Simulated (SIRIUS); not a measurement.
# La (Im-3m) in SIRIUS: convergence with k mesh

Aim: find how far k mesh must go before the results for La settle, at PBE. This setting moves, with any that are tied to it; all else stays.

Program: SIRIUS 7.10.0. These are calculated values, not measurements. Logs are shortened: lines on timing, memory, paths and dates and some standing lists are left out, and cuts for length are marked. The log counts tension as positive stress, the text compression.

**1. The crystal as given**

It takes space group Im-3m (No. 229, cubic). The conventional cell has a = 4.248 Å, b = 4.248 Å, c = 4.248 Å, α = 90.00°, β = 90.00°, γ = 90.00°. La (site symmetry m-3m) is surrounded by 8 La at 3.68 Å.

This isn't the form of La at room conditions, which is double hcp.

**2. With k mesh 3 × 3 × 3**

sirius.json reads:

```json
{
  "control": {
    "processing_unit": "cpu",
    "verbosity": 2,
    "num_bands_to_print": 12,
    "print_forces": true,
    "print_stress": true
  },
  "parameters": {
    "electronic_structure_method": "pseudopotential",
    "xc_functionals": ["XC_GGA_X_PBE", "XC_GGA_C_PBE"],
    "gk_cutoff": 7.1,
    "pw_cutoff": 20.1,
    "ngridk": [3, 3, 3],
    "shiftk": [0, 0, 0],
    "smearing": "cold",
    "smearing_width": 0.0018374661,
    "num_bands": 12,
    "num_mag_dims": 0,
    "num_dft_iter": 100,
    "energy_tol": 1e-08,
    "density_tol": 1e-06
  },
  "iterative_solver": {
    "type": "davidson",
    "min_tolerance": 1e-10
  },
  "mixer": {
    "type": "anderson",
    "beta": 0.7,
    "max_history": 8
  },
  "settings": {
    "tol_ne": 1e-10
  },
  "unit_cell": {
    "lattice_vectors": [
      [-0.57735026919, 0.57735026919, 0.57735026919],
      [0.57735026919, -0.57735026919, 0.57735026919],
      [0.57735026919, 0.57735026919, -0.57735026919]
    ],
    "lattice_vectors_scale": 6.9515150046,
    "atom_coordinate_units": "lattice",
    "atom_types": ["La"],
    "atom_files": {
      "La": "La.json"
    },
    "atoms": {
      "La": [
        [0.0, 0.0, 0.0]
      ]
    }
  }
}
```

Potentials or basis: JTH 2.0 PBE (PAW).

Started as:

```sh
upf_to_json La.GGA_PBE-JTH.UPF
OMP_NUM_THREADS=1 sirius.scf --input=sirius.json --output=out.json --task=0
```

The log of the run:

```text
[info] SIRIUS version : 7.10.0
[info] number of MPI ranks           : 1
[info] MPI grid                      : 1 1
[info] maximum number of OMP threads : 1
[fft] FFT context for density and potential
[fft] =====================================
[fft]   comm size                             : 1
[fft]   plane wave cutoff                     : 20.1
[fft]   grid size                             : 48 48 48   total : 110592
[fft]   grid limits                           : -23 24   -23 24   -23 24
[fft]   number of G-vectors within the cutoff : 17717
[fft]   local number of G-vectors             : 17717
[fft]   number of G-shells                    : 907
[fft] FFT context for coarse grid
[fft] =====================================
[fft]   comm size                             : 1
[fft]   plane wave cutoff                     : 14.2
[fft]   grid size                             : 36 36 36   total : 46656
[fft]   grid limits                           : -17 18   -17 18   -17 18
[fft]   number of G-vectors within the cutoff : 6264
[fft]   local number of G-vectors             : 6264
[fft]   number of G-shells                    : 348
[unit cell] lattice vectors
[unit cell]   a1 :      -4.0134590592      4.0134590592      4.0134590592
[unit cell]   a2 :       4.0134590592     -4.0134590592      4.0134590592
[unit cell]   a3 :       4.0134590592      4.0134590592     -4.0134590592
[unit cell] reciprocal lattice vectors
[unit cell]   b1 :      -0.0000000000      0.7827643455      0.7827643455
[unit cell]   b2 :       0.7827643455     -0.0000000000      0.7827643455
[unit cell]   b3 :       0.7827643455      0.7827643455     -0.0000000000
[unit cell] unit cell volume :       258.59284414 [a.u.^3]
[unit cell] 1/sqrt(omega)    :         0.06218587
[unit cell] MT volume        :         0.00000000 ( 0.00%)
[unit cell] IT volume        :       258.59284414 (100.00%)
[unit cell] number of atom types : 1
[unit cell] type id : 0 symbol : La mt_radius :  14.983487 num_atoms : 1
[unit cell] total number of atoms : 1
[unit cell] number of symmetry classes : 1
[unit cell] number of PAW atoms : 1
[unit cell] PAW atoms : 0
[unit cell] atom id  type id  class id             position                      vector_field
[unit cell] ------------------------------------------------------------------------------------------
[unit cell]      0        0        0      0.00000   0.00000   0.00000      0.00000   0.00000   0.00000
[unit cell] atom id         position (Cartesian, a.u.)
[unit cell] ---------------------------------------------
[unit cell]      0       0.000000    0.000000    0.000000
[unit cell] class id : 0 atom id : 0
[... 441 lines left out ...]
[find] --------------------------------------------------------------------------------
[find] total charge          : 11.000000
[find] Energy
[find] --------------------------------------------------------------------------------
[find] valence_eval_sum               :      -1.77381545
[find] <rho|V^{XC}>                   :      -6.17087912
[find] <rho|E^{XC}>                   :      -8.44482080
[find] <mag|B^{XC}>                   :       0.00000000
[find] <rho|V^{H}>                    :       7.60131551
[find] one-electron contribution      :      -2.20604038 (Ha),      -4.41208076 (Ry)
[find] hartree contribution           :       3.80065775
[find] xc contribution                :      -8.44482080
[find] ewald contribution             :     -27.42940945
[find] PAW contribution               :    -194.83178524
[find] smearing (-TS)                 :      -0.00022248
[find] SCF correction                 :      -0.00000065
[find] Total energy                   :    -229.11139877 (Ha),    -458.22279754 (Ry)
[find] Free energy (E-TS)             :    -229.11162125 (Ha),    -458.22324250 (Ry)
[find] band gap (eV)                  :       0.00000000
[find] Efermi                         :       0.40085153
[find] iteration : 27, RMS : 9.233606812818e-07, energy difference : -4.766320671479e-11
[find] Hartree energy of density residual : 2.348235960889e-13
[find] bands are converged : true
[find] iterative solver converged : true
[find] converged after 28 SCF iterations!
[find] Charges and magnetic moments
[find] --------------------------------------------------------------------------------
[find] total charge          : 11.000000
[find] Energy
[find] --------------------------------------------------------------------------------
[find] valence_eval_sum               :      -1.77381545
[find] <rho|V^{XC}>                   :      -6.17087912
[find] <rho|E^{XC}>                   :      -8.44482080
[find] <mag|B^{XC}>                   :       0.00000000
[find] <rho|V^{H}>                    :       7.60131551
[find] one-electron contribution      :      -2.20604038 (Ha),      -4.41208076 (Ry)
[find] hartree contribution           :       3.80065775
[find] xc contribution                :      -8.44482080
[find] ewald contribution             :     -27.42940945
[find] PAW contribution               :    -194.83178524
[find] smearing (-TS)                 :      -0.00022248
[find] SCF correction                 :      -0.00000065
[find] Total energy                   :    -229.11139877 (Ha),    -458.22279754 (Ry)
[find] Free energy (E-TS)             :    -229.11162125 (Ha),    -458.22324250 (Ry)
[find] band gap (eV)                  :       0.00000000
[find] Efermi                         :       0.40085153
[ground_state] === stress tensor components [kbar] ===
[ground_state] === stress_kin ===
[ground_state] -7475.942472   -0.000000    0.000000
[ground_state]    -0.000000-7475.942472    0.000000
[ground_state]     0.000000    0.000000-7475.942472
[ground_state] === stress_har ===
[ground_state] -1441.380399   -0.000000    0.000000
[ground_state]    -0.000000-1441.380399    0.000000
[ground_state]     0.000000    0.000000-1441.380399
[ground_state] === stress_ewald ===
[ground_state] 10402.466015    0.000000   -0.000000
[ground_state]     0.00000010402.466015   -0.000000
[ground_state]    -0.000000   -0.00000010402.466015
[ground_state] === stress_vloc ===
[ground_state] -5392.671551   -0.000000    0.000000
[ground_state]    -0.000000-5392.671551    0.000000
[ground_state]     0.000000    0.000000-5392.671551
[ground_state] === stress_xc ===
[ground_state] -2506.556850   -0.000000    0.000000
[ground_state]    -0.000000-2506.556850    0.000000
[ground_state]     0.000000    0.000000-2506.556850
[ground_state] === stress_core ===
[ground_state]  4805.824777    0.000000   -0.000000
[ground_state]     0.000000 4805.824777   -0.000000
[ground_state]    -0.000000   -0.000000 4805.824777
[ground_state] === stress_nonloc ===
[ground_state]  1043.020196    0.000000   -0.000000
[ground_state]     0.000000 1043.020196   -0.000000
[ground_state]    -0.000000   -0.000000 1043.020196
[ground_state] === stress_us ===
[ground_state]   619.182122    0.000000   -0.000000
[ground_state]     0.000000  619.182122   -0.000000
[ground_state]    -0.000000   -0.000000  619.182122
[ground_state] === stress_us_nl ===
[ground_state]  1662.202318    0.000000   -0.000000
[ground_state]     0.000000 1662.202318   -0.000000
[ground_state]    -0.000000   -0.000000 1662.202318
[ground_state] === stress_total ===
[ground_state]    53.941839    0.000000   -0.000000
[ground_state]     0.000000   53.941839   -0.000000
[ground_state]    -0.000000   -0.000000   53.941839
[ground_state] ==== total Forces in Ha/bohr =====
[ground_state] atom:    0, force:       0.0000000      0.0000000      0.0000000
[ground_state] ==== ultrasoft contribution from Qij =====
[ground_state] atom:    0, force:       0.0000000      0.0000000      0.0000000
[ground_state] ==== non-local contribution from Beta-projector =====
[ground_state] atom:    0, force:       0.0000000      0.0000000      0.0000000
[ground_state] ==== contribution from local potential =====
[ground_state] atom:    0, force:       0.0000000      0.0000000      0.0000000
[ground_state] ==== contribution from core density =====
[ground_state] atom:    0, force:       0.0000000      0.0000000      0.0000000
[ground_state] ==== Ewald forces from ions =====
[ground_state] atom:    0, force:       0.0000000      0.0000000      0.0000000
[~DFT_ground_state] local op. applied: 3246
[~DFT_ground_state] evp. work count: 1172.4
[~DFT_ground_state] number of iterative solver steps: 280
```

Wall time 45 s (1 thread of Arm Neoverse V2, shared host); peak memory 0.53 GiB.

Results:

```yaml
Free_energy: -6234.4448 eV
Pressure: -5.4 GPa
Band_gap_on_the_k_mesh: none (metal or under the smearing width)
```

**3. With k mesh 5 × 5 × 5**

Edit sirius.json of step 2 so:

```diff
@@ -13,3 +13,3 @@
     "pw_cutoff": 20.1,
-    "ngridk": [3, 3, 3],
+    "ngridk": [5, 5, 5],
     "shiftk": [0, 0, 0],
@@ -37,7 +37,6 @@
     "lattice_vectors": [
-      [-0.57735026919, 0.57735026919, 0.57735026919],
-      [0.57735026919, -0.57735026919, 0.57735026919],
-      [0.57735026919, 0.57735026919, -0.57735026919]
+      [-4.013459059161, 4.013459059161, 4.013459059161],
+      [4.013459059161, -4.013459059161, 4.013459059161],
+      [4.013459059161, 4.013459059161, -4.013459059161]
     ],
-    "lattice_vectors_scale": 6.9515150046,
     "atom_coordinate_units": "lattice",
```

Potentials or basis: JTH 2.0 PBE (PAW).

Started as:

```sh
upf_to_json La.GGA_PBE-JTH.UPF
OMP_NUM_THREADS=1 sirius.scf --input=sirius.json --output=out.json --task=0
```

Wall time 50 s (1 thread of Arm Neoverse V2, shared host); peak memory 0.55 GiB.

What came out:

| Item | Value |
| --- | --- |
| Free energy | -6234.2146 eV |
| Pressure | -0.1 GPa |
| Band gap on the k mesh | none (metal or under the smearing width) |

**4. With k mesh 7 × 7 × 7**

Edit sirius.json of step 3 so:

```diff
@@ -13,3 +13,3 @@
     "pw_cutoff": 20.1,
-    "ngridk": [5, 5, 5],
+    "ngridk": [7, 7, 7],
     "shiftk": [0, 0, 0],
@@ -37,6 +37,7 @@
     "lattice_vectors": [
-      [-4.013459059161, 4.013459059161, 4.013459059161],
-      [4.013459059161, -4.013459059161, 4.013459059161],
-      [4.013459059161, 4.013459059161, -4.013459059161]
+      [-0.57735026919, 0.57735026919, 0.57735026919],
+      [0.57735026919, -0.57735026919, 0.57735026919],
+      [0.57735026919, 0.57735026919, -0.57735026919]
     ],
+    "lattice_vectors_scale": 6.9515150046,
     "atom_coordinate_units": "lattice",
```

Started as:

```sh
upf_to_json La.GGA_PBE-JTH.UPF
OMP_NUM_THREADS=1 sirius.scf --input=sirius.json --output=out.json --task=0
```

Run time: 61 s. Hardware: 1 thread of Arm Neoverse V2, shared host; peak memory 0.58 GiB.

Results:

```yaml
Free_energy: -6234.3001 eV
Pressure: -0.4 GPa
Band_gap_on_the_k_mesh: none (metal or under the smearing width)
```

**5. With k mesh 8 × 8 × 8**

Edit sirius.json of step 4 so:

```diff
@@ -13,3 +13,3 @@
     "pw_cutoff": 20.1,
-    "ngridk": [7, 7, 7],
+    "ngridk": [8, 8, 8],
     "shiftk": [0, 0, 0],
@@ -37,7 +37,6 @@
     "lattice_vectors": [
-      [-0.57735026919, 0.57735026919, 0.57735026919],
-      [0.57735026919, -0.57735026919, 0.57735026919],
-      [0.57735026919, 0.57735026919, -0.57735026919]
+      [-4.013459059161, 4.013459059161, 4.013459059161],
+      [4.013459059161, -4.013459059161, 4.013459059161],
+      [4.013459059161, 4.013459059161, -4.013459059161]
     ],
-    "lattice_vectors_scale": 6.9515150046,
     "atom_coordinate_units": "lattice",
```

Started as:

```sh
upf_to_json La.GGA_PBE-JTH.UPF
OMP_NUM_THREADS=1 sirius.scf --input=sirius.json --output=out.json --task=0
```

It took 62 s on 1 thread of Arm Neoverse V2, shared host; peak memory 0.6 GiB.

Results (log left out):

* Free energy: -6234.3058 eV
* Pressure: -0.6 GPa
* Band gap on the k mesh: none (metal or under the smearing width)

**6. With k mesh 10 × 10 × 10**

Edit sirius.json of step 5 so:

```diff
@@ -13,3 +13,3 @@
     "pw_cutoff": 20.1,
-    "ngridk": [8, 8, 8],
+    "ngridk": [10, 10, 10],
     "shiftk": [0, 0, 0],
```

Potentials or basis: JTH 2.0 PBE (PAW).

Started as:

```sh
upf_to_json La.GGA_PBE-JTH.UPF
OMP_NUM_THREADS=1 sirius.scf --input=sirius.json --output=out.json --task=0
```

Run time: 80 s. Hardware: 1 thread of Arm Neoverse V2, shared host; peak memory 0.65 GiB.

Results (log left out):

```yaml
Free_energy: -6234.2895 eV
Pressure: -0.4 GPa
Band_gap_on_the_k_mesh: none (metal or under the smearing width)
```

**7. With k mesh 12 × 12 × 12**

Edit sirius.json of step 6 so:

```diff
@@ -13,3 +13,3 @@
     "pw_cutoff": 20.1,
-    "ngridk": [10, 10, 10],
+    "ngridk": [12, 12, 12],
     "shiftk": [0, 0, 0],
```

Started as:

```sh
upf_to_json La.GGA_PBE-JTH.UPF
OMP_NUM_THREADS=1 sirius.scf --input=sirius.json --output=out.json --task=0
```

Wall time 1.7 min (1 thread of Arm Neoverse V2, shared host); peak memory 0.71 GiB.

Results (log left out):

```yaml
Free_energy: -6234.2985 eV
Pressure: -0.2 GPa
Band_gap_on_the_k_mesh: none (metal or under the smearing width)
```

**8. With k mesh 15 × 15 × 15**

Edit sirius.json of step 7 so:

```diff
@@ -13,3 +13,3 @@
     "pw_cutoff": 20.1,
-    "ngridk": [12, 12, 12],
+    "ngridk": [15, 15, 15],
     "shiftk": [0, 0, 0],
```

Started as:

```sh
upf_to_json La.GGA_PBE-JTH.UPF
OMP_NUM_THREADS=1 sirius.scf --input=sirius.json --output=out.json --task=0
```

It took 2.4 min on 1 thread of Arm Neoverse V2, shared host; peak memory 0.84 GiB.

Results (log left out):

| Property | Result |
| --- | --- |
| Free energy | -6234.2942 eV |
| Pressure | -0.4 GPa |
| Band gap on the k mesh | none (metal or under the smearing width) |

**9. With k mesh 18 × 18 × 18**

Edit sirius.json of step 8 so:

```diff
@@ -13,3 +13,3 @@
     "pw_cutoff": 20.1,
-    "ngridk": [15, 15, 15],
+    "ngridk": [18, 18, 18],
     "shiftk": [0, 0, 0],
@@ -37,6 +37,7 @@
     "lattice_vectors": [
-      [-4.013459059161, 4.013459059161, 4.013459059161],
-      [4.013459059161, -4.013459059161, 4.013459059161],
-      [4.013459059161, 4.013459059161, -4.013459059161]
+      [-0.57735026919, 0.57735026919, 0.57735026919],
+      [0.57735026919, -0.57735026919, 0.57735026919],
+      [0.57735026919, 0.57735026919, -0.57735026919]
     ],
+    "lattice_vectors_scale": 6.9515150046,
     "atom_coordinate_units": "lattice",
```

Potentials or basis: JTH 2.0 PBE (PAW).

Started as:

```sh
upf_to_json La.GGA_PBE-JTH.UPF
OMP_NUM_THREADS=1 sirius.scf --input=sirius.json --output=out.json --task=0
```

Run time: 3.2 min. Hardware: 1 thread of Arm Neoverse V2, shared host; peak memory 1 GiB.

Results (log left out):

* Free energy: -6234.2973 eV
* Pressure: -0.3 GPa
* Band gap on the k mesh: none (metal or under the smearing width)

**10. Result**

| k mesh | energy less the tightest run (meV/atom) | pressure (GPa) | SCF cycles | CPU time (s) | peak memory (GiB) |
| --- | --- | --- | --- | --- | --- |
| 3 × 3 × 3 | -147.55 | -5.39 | 28 | 45 | 0.53 |
| 5 × 5 × 5 | 82.62 | -0.11 | 28 | 50 | 0.55 |
| 7 × 7 × 7 | -2.79 | -0.40 | 30 | 61 | 0.58 |
| 8 × 8 × 8 | -8.54 | -0.60 | 27 | 62 | 0.6 |
| 10 × 10 × 10 | 7.75 | -0.39 | 29 | 80 | 0.65 |
| 12 × 12 × 12 | -1.25 | -0.22 | 30 | 100 | 0.71 |
| 15 × 15 × 15 | 3.08 | -0.43 | 30 | 140 | 0.84 |
| 18 × 18 × 18 | 0.00 | -0.33 | 28 | 190 | 1 |

Against the tightest run, the pressure stays within 0.1 GPa from 15 × 15 × 15 on. Not settled before the last step: the energy (to 1 meV/atom). Meshes of other sizes hit other points, so gaps and Fermi surfaces needn't settle smoothly. The tightest run that finished is the yardstick and may itself not be fully converged.
